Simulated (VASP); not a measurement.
A run of VASP 6.6.1 is set up as follows.

File INCAR:

```
PREC = Accurate
ENCUT = 520
EDIFF = 1E-7
ISMEAR = 0
SIGMA = 0.1
LREAL = False
LASPH = True
NELM = 150
ALGO = Normal
ISIF = 2
LWAVE = False
LCHARG = False
ISPIN = 2
MAGMOM = 4.29 0
LORBIT = 11
LMAXMIX = 4
GGA = PS
NBANDS = 20
```

KPOINTS

```
Automatic mesh
0
Gamma
  14 14 14
```

The input POSCAR:

```
MnS
1.0
    0.0000000000      2.6964519552      2.6964519552
    2.6964519552      0.0000000000      2.6964519552
    2.6964519552      2.6964519552      0.0000000000
Mn S
1 1
Direct
    0.0000000000      0.0000000000      0.0000000000
    0.7500000000      0.7500000000      0.7500000000
```

Potentials or basis: VASP PAW PBE potentials, release 64 (Mn_pv, S).

Launch:

```bash
$ cat potpaw_PBE.64/Mn_pv/POTCAR potpaw_PBE.64/S/POTCAR > POTCAR
$ mpirun -np 1 vasp_std > vasp.out
```

Q: What does it give for the net moment?

A: 4.41 μB per cell.

Q: What does it give for the pressure?

A: 1.2 GPa.

Caveat: the PAW data sets were made with another functional, which shifts forces and pressure a little; a cell with one magnetic atom can't hold antiferromagnetic order, which such compounds often take.
